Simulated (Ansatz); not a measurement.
# Pt (Fm-3m) in Ansatz: notebook

Aim: see how the results for Pt move with the level of theory and the settings. Levels: revPBE, BLYP, PBE. Tasks: relaxation of cell and atoms, single point.

All numbers are computed with Ansatz 0.2.0; they aren't measurements. Logs are shortened: lines on timing, memory, paths and dates and some standing lists are left out, and cuts for length are marked.

## (1) The structure

It takes space group Fm-3m (No. 225, cubic). Conventional cell: a = 3.922 Å, b = 3.922 Å, c = 3.922 Å, α = 90.00°, β = 90.00°, γ = 90.00°. Pt (site symmetry m-3m) is surrounded by 12 Pt at 2.77 Å.

## (2) Relaxation of cell and atoms, revPBE

The input, input.yaml:

```yaml
crystal:
  lattice:
    - [0.0, 1.9609, 1.9609]
    - [1.9609, 0.0, 1.9609]
    - [1.9609, 1.9609, 0.0]
  atoms:
    - { symbol: Pt, position: [0.0, 0.0, 0.0] }
hamiltonian:
  xc: revpbe
  pseudopotentials: { kind: paw }
kpoints:
  mp_grid: { grid: [12, 12, 12] }
scf:
  occupations: { method: fermi_dirac, width: 0.05 }
output:
  forces: true
  stress: true
  eigenvalues: true
relax:
  f_tol: 0.01
  max_steps: 40
  cell: { stress_tol: 0.05 }
```

Potentials or basis: Ansatz PAW.

On the command line:

```
> ansatz run input.yaml --threads 2 --pin off --max-ram 5632MiB --backend cpu --events-out ev --progress --plain --runs-dir out
```

Output:

```text
Warning: RAYON_NUM_THREADS=2 ignored (pool sized by the plan → 2); use --threads N
Engine: ansatz 0.2.0, x86_64-unknown-linux-gnu
Pseudopotentials: kind: paw
Pseudopotential: Pt, paw, valence charge 18, recommended cutoff 420 eV (normal), Pt.paw.azcp
Functional definition: revPBE
  parameter kappa = 1.245
  parameter beta = 0.06672455060314922
  exchange = pbe_x(kappa = kappa, mu = beta*pi^2/3)
  correlation = pbe_c(beta = beta)
Crystal: 1 atoms, lattice volume = 15.080 Å³
Basis set: ecut = 420 eV, 283 PW (Γ), exchange–correlation on 40×40×40 points (8 copies of the dense FFT grid, shifted against one another)
Bands: 13, of which v1, the nominal top of the filled ones, is band 9 counted from 1 (8 counted from 0)
Symmetry: 48 space group operations
Space group: Fm-3m (ITA 225), of the structure as read, at distance tolerance 2.5e-5 Å
k-points: 72 of 1728
Non-local potential: Pt, projectors of the file, l = 0: 3, l = 1: 2, l = 2: 2, l = 3: 1
PAW form: soft (Blöchl's): semilocal exchange-correlation on the pseudo side does not see the compensation charge
PAW frozen core: Pt, regenerated for the run's functional, and the local potential with it (the file was generated under x = pbe(κ = 0.804, μ = 0.2195149727645171), c = pbe(β = 0.06672455060314922))
PAW one-centre angular grid: Pt, 590 points (default); XC on 64 Gauss nodes
Initial density: superposition of atomic densities (neutral atoms: chi_scale 0, normalization atom), corrected by the library's trained network
Initial wavefunctions: pseudopotential atomic-orbital guess
Functional: x = revpbe(κ = 1.245, μ = 0.2195149727645171), c = pbe(β = 0.06672455060314922)
SCF iter   1: F=—  HF=-12532.800149 eV  |F-HF|=—  |Δ(HF+E_count)|=         —  Δρ=4.03e-3  dr2=1.08e-3  ethr=1.77e-3  ⟨swp⟩=5.1  Hψ=5145  notcnv=0
preconditioner: auto → none  [metal: Δε(μ)=0.004 eV  Ē_g=14.204 eV  σ=0.050 eV  W_gap=0.02  n_scr=8 (ndim 8)  ℏωp=30.2 eV  f_vac=0.000  D(μ)=1.99/eV (n_scr^D=26)  sad-step TF]
SCF iter   2: F=—  HF=-12532.800482 eV  |F-HF|=—  |Δ(HF+E_count)|=   3.33e-4  Δρ=2.02e-3  dr2=1.89e-4  ethr=5.99e-6  ⟨swp⟩=1.7  Hψ=1688  notcnv=0
SCF iter   3: F=—  HF=-12532.800653 eV  |F-HF|=—  |Δ(HF+E_count)|=   1.71e-4  Δρ=3.44e-4  dr2=4.69e-6  ethr=1.05e-6  ⟨swp⟩=2.0  Hψ=1259  notcnv=0
SCF iter   4: F=—  HF=-12532.800661 eV  |F-HF|=—  |Δ(HF+E_count)|=   7.43e-6  Δρ=3.29e-5  dr2=1.04e-7  ethr=2.61e-8  ⟨swp⟩=2.0  Hψ=1297  notcnv=0
iter 5 did not close the SCF: its close was put off for the readings that it lacked (scf_convergence_deferred on its scf_iter line)
SCF iter   5: F=-12532.800661 eV  HF=-12532.800661 eV  |F-HF|=7.91e-10  |Δ(HF+E_count)|=  8.97e-10  Δρ=4.36e-6  dr2=1.86e-9  ethr=5.76e-10  ⟨swp⟩=2.6  Hψ=1530  notcnv=0
SCF iter   6: F=-12532.800661 eV  HF=-12532.800661 eV  |F-HF|=2.00e-11  |Δ(HF+E_count)|=  2.44e-10  Δρ=1.04e-6  dr2=4.72e-11  ethr=1.04e-11  ⟨swp⟩=1.3  Hψ=2752  notcnv=0
[... 39 lines left out ...]
Initial wavefunctions: pseudopotential atomic-orbital guess (no wavefunctions were taken with the density)
iter 1 solved again at ethr=9.77e-9 eV; its pass at ethr=3.10e-3 eV (dr2=1.76e-6 eV) is discarded
SCF iter   1: F=—  HF=-12532.830826 eV  |F-HF|=—  |Δ(HF+E_count)|=         —  Δρ=1.51e-4  dr2=5.47e-7  ethr=9.77e-9  ⟨swp⟩=2.9  Hψ=7534  notcnv=0
preconditioner: auto → none  [metal: Δε(μ)=0.004 eV  Ē_g=13.652 eV  σ=0.050 eV  W_gap=0.02  n_scr=8 (ndim 8)  ℏωp=29.5 eV  f_vac=0.000  D(μ)=2.07/eV (n_scr^D=26)]
SCF iter   2: F=—  HF=-12532.830827 eV  |F-HF|=—  |Δ(HF+E_count)|=   6.78e-7  Δρ=7.02e-5  dr2=1.04e-7  ethr=3.04e-9  ⟨swp⟩=2.0  Hψ=1596  notcnv=0
SCF iter   3: F=—  HF=-12532.830827 eV  |F-HF|=—  |Δ(HF+E_count)|=   4.24e-7  Δρ=1.17e-5  dr2=1.30e-8  ethr=5.76e-10  ⟨swp⟩=2.3  Hψ=1404  notcnv=0
SCF iter   4: F=—  HF=-12532.830827 eV  |F-HF|=—  |Δ(HF+E_count)|=   6.12e-9  Δρ=3.59e-6  dr2=3.81e-10  ethr=7.23e-11  ⟨swp⟩=2.4  Hψ=1431  notcnv=0
SCF iter   5: F=-12532.830827 eV  HF=-12532.830827 eV  |F-HF|=0.00e0  |Δ(HF+E_count)|=   1.60e-9  Δρ=1.65e-7  dr2=1.21e-12  ethr=1.00e-12  ⟨swp⟩=3.4  Hψ=3901  notcnv=0
SCF 5 converged in 5 iterations: F = -12532.830827 eV  dr2 = 1.21e-12
relax step   5: F+E_penalty+E_count = -12532.83082697 eV  Δ(F+E_penalty+E_count) = -3.232e-4 eV  max|allowed force component| = 0.000e0 eV/Å  Δτ_max = 0.0000 Å  P = -0.001 GPa  Ω = 15.845 Å³  stress off target by 5.32e-4 GPa  SCF on the basis re-selected at this cell (its energy is not comparable with the rows above)  (5 SCF iters)
basis re-selected at this cell: Δ(F+E_penalty+E_count) = -3.232e-4 eV, ΔP = -0.023 GPa vs the last step (what re-selecting the basis moved, of the pressure what is left beyond the Pulay correction that the steps carried, after the strain that the cell walked since its last selection, with what the two solves' SCF thresholds leave and, on support functions, any second-order correction that the steps lacked; it is no measure of the basis error at this ecutwfc). This SCF's stress stands 5.32e-4 GPa from its target on what of the cell is left free (relax.cell.stress_tol is 5.00e-2 GPa) and its largest allowed force component is 0.00e0 eV/Å (relax.f_tol is 1.00e-2 eV/Å): within both
SCF converged after 5 iterations
Free energy (F): -12532.830827 eV
Harris-Foulkes:  -12532.830827 eV  (|F-HF|=0.00e0)
Internal energy: -12532.814689 eV  (E = F + TS)
E sigma→0 (E₀):  -12532.822758 eV
Entropy (-TS):   -0.016138 eV (-16.138 meV/atom)
Fermi energy:    21.986121 eV
--- Per-component energies (eV) ---
  E_band       = -149.719316
  E_kinetic    = 636.738922
  E_local      = -1526.557493  (includes V_loc(G=0)·N_el)
  E_nonlocal   = 199.408758
  E_hartree    = 565.330521
  E_xc         = -261.612407
  E_vxc        = -302.311649  (∫ρ·V_xc dr)
  E_paw        = -9463.582250  (= ΣΔE_a)
  E_vpaw       = -287.659111  (= ΣTr[D̂ρ^β])
  E_aug_tail   = 0.000206  (compensation charges beyond the density's cutoff)
  E_ewald      = -2682.513932
  E_core_change = -0.027013  (= ΣΔE_core)
  E_smearing   = -0.016138  (= −TS)
  E_closure    = -0.000000  (closes the sum)
  Σ components = -12532.830827   (vs F -12532.830827, Δ=0.00e0)
--- Forces (eV/Å), atoms counted from 1 ---
  atom   1  Pt    -0.00000000     0.00000000     0.00000000
  max |Σ_I F_I| component: 2.26e-32 eV/Å
--- Stress (GPa, compression-positive) ---
       -0.000532      -0.000000      -0.000000
       -0.000000      -0.000532       0.000000
       -0.000000      -0.000000      -0.000532
  P = ⅓ Tr σ = -0.0005 GPa (-0.005 kbar)
--- Band table (eV; the first three rows and the last of 72) ---
  k-point 0: bands = ["-76.3251", "-30.3675", "-30.3675", "-30.3675", "12.2998", "18.4722", "18.4722", "18.4722", "20.4584", "20.4584", "36.7047", "41.3888", "41.3888"]
  k-point 1: bands = ["-76.3233", "-30.3943", "-30.3714", "-30.3714", "12.5653", "18.3625", "18.5728", "18.5728", "20.4067", "20.4067", "37.0898", "40.0688", "41.7751"]
  k-point 2: bands = ["-76.3186", "-30.4673", "-30.3820", "-30.3820", "13.3039", "18.1427", "18.7773", "18.7773", "20.3680", "20.3680", "37.6286", "38.0332", "42.8378"]
  k-point 71: bands = ["-76.2904", "-30.6292", "-30.6292", "-30.5192", "16.7411", "17.7635", "17.7635", "20.1359", "22.4247", "28.7891", "30.0195", "30.0195", "33.5974"]
--- Relaxed structure (4 steps of the walk, 3 accepted, 1 SCFs on fresh bases) ---
  F+E_penalty+E_count = -12532.83082697 eV   max|allowed force component| = 0.000e0 eV/Å   (the final SCF, on the basis selected at the relaxed cell)
  cell:  # Å, volume = 15.8450 Å³
    - [1.2101508596248841e-34, 1.9935223445009662, 1.9935223445009662]
    - [1.9935223445009662, 9.553822543557417e-35, 1.9935223445009662]
    - [1.9935223445009662, 1.9935223445009662, -2.292917414803016e-34]
  atoms:
    - { symbol: Pt, position: [0.0, 0.0, 0.0] }
```

Wall time 4.9 s (2 threads of AMD EPYC 7R43 (Zen 3), shared host); peak memory 0.33 GiB.

What came out:

| Property | Result |
| --- | --- |
| Free energy | -12532.8308 eV |
| Relaxed volume | 15.85 Å³/atom |
| Relaxed cell | a = 2.819 Å, b = 2.819 Å, c = 2.819 Å, α = 60.00°, β = 60.00°, γ = 60.00° |
| Space group after relaxing (to 0.05 Å) | Fm-3m (No. 225) |
| Energy gained by relaxing | 30.2 meV/atom |
| Ionic steps | 4 |
| Pressure after relaxing | 0.0 GPa |
| Band gap on the k mesh | none (metal or under the smearing width) |

Step by step:
| step | energy change (eV) | largest force (eV/Å) | volume (Å³) |
| --- | --- | --- | --- |
| 1 | 0.0000 | 0.0000 | 15.08 |
| 2 | -0.0288 | 0.0000 | 15.99 |
| 3 | -0.0298 | 0.0000 | 15.85 |
| 4 | -0.0302 | 0.0000 | 15.85 |

Final structure:
```xyz
1
Lattice="0.0000 1.9935 1.9935 1.9935 0.0000 1.9935 1.9935 1.9935 0.0000" Properties=species:S:1:pos:R:3 pbc="T T T"
Pt    0.0000    0.0000    0.0000
```

Levels at points of the mesh, in eV from the Fermi level:
| k point | band 7 | band 8 | band 9 | band 10 | band 11 | band 12 |
| --- | --- | --- | --- | --- | --- | --- |
| (0.00, 0.00, 0.00) | -3.51 | -3.51 | -1.53 | -1.53 | 14.72 | 19.40 |
| (0.00, 0.00, -0.50) | -3.57 | -0.30 | 0.02 | 0.02 | 5.48 | 14.28 |
| (0.00, -0.50, -0.50) | -0.02 | 0.44 | 0.44 | 1.86 | 8.38 | 11.24 |

Caveat: the plane-wave basis is chosen anew once the cell has moved, so the energies of steps on either side of that aren't comparable; the PAW data sets come from PBE, with cores solved anew for the run's functional, which leaves a small shift of forces and pressure. Zero-point motion and thermal expansion aren't in these numbers.

## (3) Relaxation of cell and atoms, BLYP

input.yaml: that of step 2 with these lines changed.

```diff
@@ -8,3 +8,3 @@
 hamiltonian:
-  xc: revpbe
+  xc: blyp
   pseudopotentials: { kind: paw }
```

Potentials or basis: Ansatz PAW.

On the command line:

```
> ansatz run input.yaml --threads 2 --pin off --max-ram 5632MiB --backend cpu --events-out ev --progress --plain --runs-dir out
```

Wall time 4.9 s (2 threads of AMD EPYC 7R43 (Zen 3), shared host); peak memory 0.33 GiB.

The run converged. Its results:

| Property | Result |
| --- | --- |
| Free energy | -12549.0676 eV |
| Relaxed volume | 16.64 Å³/atom |
| Relaxed cell | a = 2.866 Å, b = 2.866 Å, c = 2.866 Å, α = 60.00°, β = 60.00°, γ = 60.00° |
| Space group after relaxing (to 0.05 Å) | Fm-3m (No. 225) |
| Energy gained by relaxing | 112.0 meV/atom |
| Ionic steps | 5 |
| Pressure after relaxing | 0.0 GPa |
| Band gap on the k mesh | none (metal or under the smearing width) |

Step by step:
```
step  energy change (eV)  largest force (eV/Å)  volume (Å³)
   1              0.0000                0.0000        15.08
   2             -0.0917                0.0000        17.39
   3             -0.1105                0.0000        16.79
   4             -0.1113                0.0000        16.64
   5             -0.1120                0.0000        16.64
```

Final structure:
```cif
data_structure
_symmetry_space_group_name_H-M 'P 1'
_symmetry_Int_Tables_number 1
_cell_length_a 2.8657
_cell_length_b 2.8657
_cell_length_c 2.8657
_cell_angle_alpha 60.000
_cell_angle_beta 60.000
_cell_angle_gamma 60.000
_cell_volume 16.64
loop_
_atom_site_label
_atom_site_type_symbol
_atom_site_fract_x
_atom_site_fract_y
_atom_site_fract_z
_atom_site_occupancy
Pt1 Pt 0.00000 0.00000 0.00000 1
```

Levels at points of the mesh, in eV from the Fermi level:
```tsv
k point	band 6	band 7	band 8	band 9	band 10	band 11	band 12	band 13
(0.00, 0.00, 0.00)	-3.24	-3.24	-3.24	-1.42	-1.42	15.16	19.39	19.39
(0.00, 0.00, -0.50)	-3.29	-3.29	0.01	0.01	0.17	5.09	14.74	18.29
(0.00, -0.50, -0.50)	-5.63	-0.03	0.39	0.39	2.16	7.79	11.18	11.18
```

Caveat: the plane-wave basis is chosen anew once the cell has moved, so the energies of steps on either side of that aren't comparable; the volume moved by +10 % from the deposited cell, more than functionals usually miss; the PAW data sets come from PBE, with cores solved anew for the run's functional, which leaves a small shift of forces and pressure. Spin-orbit coupling is left out, which matters for the levels of Pt.

## (4) Single point, PBE

The input, input.yaml:

```yaml
crystal:
  lattice:
    - [0.0, 1.9609, 1.9609]
    - [1.9609, 0.0, 1.9609]
    - [1.9609, 1.9609, 0.0]
  atoms:
    - { symbol: Pt, position: [0.0, 0.0, 0.0] }
hamiltonian:
  xc: pbe
  pseudopotentials: { kind: paw }
kpoints:
  mp_grid: { grid: [12, 12, 12] }
scf:
  occupations: { method: gaussian, width: 0.012 }
output:
  forces: true
  stress: true
  eigenvalues: true
  write_density: true
  write_potential: true
  elf: true
  volumetric_format: npy
```

Potentials or basis: Ansatz PAW.

On the command line:

```
> ansatz run input.yaml --threads 2 --pin off --max-ram 5632MiB --backend cpu --events-out ev --progress --plain --runs-dir out
```

Output:

```text
Warning: RAYON_NUM_THREADS=2 ignored (pool sized by the plan → 2); use --threads N
[... 3 set-up lines as earlier in the session ...]
Functional definition: PBE
  parameter kappa = 0.804
[... 3 set-up lines as earlier in the session ...]
Crystal: 1 atoms, lattice volume = 15.080 Å³
Basis set: ecut = 420 eV, 283 PW (Γ), exchange–correlation on 40×40×40 points (8 copies of the dense FFT grid, shifted against one another)
Bands: 13, of which v1, the nominal top of the filled ones, is band 9 counted from 1 (8 counted from 0)
[... 2 set-up lines as earlier in the session ...]
k-points: 72 of 1728
[... 2 set-up lines as earlier in the session ...]
[... 23 lines left out ...]
  E_kinetic    = 638.492575
  E_local      = -1461.428750  (includes V_loc(G=0)·N_el)
  E_nonlocal   = 199.847196
  E_hartree    = 543.433787
  E_xc         = -262.167457
  E_vxc        = -303.372253  (∫ρ·V_xc dr)
  E_paw        = -9454.033484  (= ΣΔE_a)
  E_vpaw       = -288.490479  (= ΣTr[D̂ρ^β])
  E_aug_tail   = 0.000205  (compensation charges beyond the density's cutoff)
  E_ewald      = -2727.141345
  E_smearing   = -0.000535  (= −TS)
  E_closure    = 0.000000  (closes the sum)
  Σ components = -12522.997807   (vs F -12522.997807, Δ=0.00e0)
--- Forces (eV/Å), atoms counted from 1 ---
  atom   1  Pt    -0.00000000     0.00000000    -0.00000000
  max |Σ_I F_I| component: 3.08e-32 eV/Å
--- Stress (GPa, compression-positive) ---
       10.201608       0.000000       0.000000
       -0.000000      10.201608       0.000000
        0.000000       0.000000      10.201608
  P = ⅓ Tr σ = 10.2016 GPa (102.016 kbar)
--- Band table (eV; the first three rows and the last of 72) ---
  k-point 0: bands = ["-75.0818", "-29.0787", "-29.0787", "-29.0787", "13.1744", "19.6142", "19.6142", "19.6142", "21.7763", "21.7763", "38.0247", "42.9648", "42.9648"]
  k-point 1: bands = ["-75.0796", "-29.1113", "-29.0834", "-29.0834", "13.4532", "19.4935", "19.7226", "19.7226", "21.7182", "21.7182", "38.4472", "41.6430", "43.3864"]
  k-point 2: bands = ["-75.0735", "-29.1997", "-29.0962", "-29.0962", "14.2255", "19.2526", "19.9429", "19.9429", "21.6719", "21.6719", "39.2869", "39.4397", "44.5597"]
  k-point 71: bands = ["-75.0374", "-29.3942", "-29.3942", "-29.2613", "17.7305", "18.8465", "18.8465", "21.4021", "23.9190", "30.5433", "31.6951", "31.6951", "35.4546"]
```

It took 1.4 s on 2 threads of AMD EPYC 7R43 (Zen 3), shared host; peak memory 0.32 GiB.

Results:

```
Free energy            : -12522.9978 eV
Pressure               : 10.2 GPa
Band gap on the k mesh : none (metal or under the smearing width)
```

Levels at points of the mesh, in eV from the Fermi level:
| k point | band 5 | band 6 | band 7 | band 8 | band 9 | band 10 | band 11 | band 12 | band 13 |
| --- | --- | --- | --- | --- | --- | --- | --- | --- | --- |
| (0.00, 0.00, 0.00) | -10.26 | -3.82 | -3.82 | -3.82 | -1.66 | -1.66 | 14.59 | 19.53 | 19.53 |
| (0.00, 0.00, -0.50) | -7.37 | -3.89 | -3.89 | -0.52 | 0.02 | 0.02 | 5.83 | 14.16 | 18.93 |
| (0.00, -0.50, -0.50) | -7.12 | -6.66 | -0.01 | 0.48 | 0.48 | 1.74 | 8.87 | 11.37 | 11.37 |

The run has no spin-orbit coupling, so splittings on Pt are missing.

## (5) Single point, PBE

input.yaml: that of step 4 with these lines changed.

```diff
@@ -13,3 +13,3 @@
 scf:
-  occupations: { method: gaussian, width: 0.012 }
+  occupations: { method: gaussian, width: 0.013 }
 output:
@@ -18,5 +18 @@
   eigenvalues: true
-  write_density: true
-  write_potential: true
-  elf: true
-  volumetric_format: npy
```

On the command line:

```
> ansatz run input.yaml --threads 2 --pin off --max-ram 5632MiB --backend cpu --events-out ev --progress --plain --runs-dir out
```

Wall time 0.86 s (2 threads of AMD EPYC 7R43 (Zen 3), shared host); peak memory 0.32 GiB.

Results (log left out):

* Free energy: -12522.9979 eV
* Pressure: 10.2 GPa
* Band gap on the k mesh: none (metal or under the smearing width)

Levels at points of the mesh, in eV from the Fermi level:
| k point | band 6 | band 7 | band 8 | band 9 | band 10 | band 11 | band 12 | band 13 |
| --- | --- | --- | --- | --- | --- | --- | --- | --- |
| (0.00, 0.00, 0.00) | -3.82 | -3.82 | -3.82 | -1.66 | -1.66 | 14.59 | 19.53 | 19.53 |
| (0.00, 0.00, -0.50) | -3.89 | -3.89 | -0.52 | 0.02 | 0.02 | 5.83 | 14.16 | 18.93 |
| (0.00, -0.50, -0.50) | -6.66 | -0.01 | 0.48 | 0.48 | 1.74 | 8.87 | 11.37 | 11.37 |

## (6) Overview

```tsv
task	level	cell	smearing	gap on the mesh (eV)	pressure (GPa)	relaxed volume (Å³/atom)
relaxation of cell and atoms	revPBE	relaxed	fermi-dirac 0.05 eV	none	0.0	15.85
relaxation of cell and atoms	BLYP	relaxed	fermi-dirac 0.05 eV	none	0.0	16.64
single point	PBE	as given	gaussian 0.012 eV	none	10.2	-
single point	PBE	as given	gaussian 0.013 eV	none	10.2	-
```

Alike in all rows: potentials or basis Ansatz PAW; no spin polarisation; k mesh 12 × 12 × 12; cutoff (eV) 420.

Caveats: the plane-wave basis is chosen anew once the cell has moved, so the energies of steps on either side of that aren't comparable (some runs); the PAW data sets come from PBE, with cores solved anew for the run's functional, which leaves a small shift of forces and pressure (some runs); the volume moved by +10 % from the deposited cell, more than functionals usually miss (some runs).

Absolute energies hang on the potentials; compare differences alone.
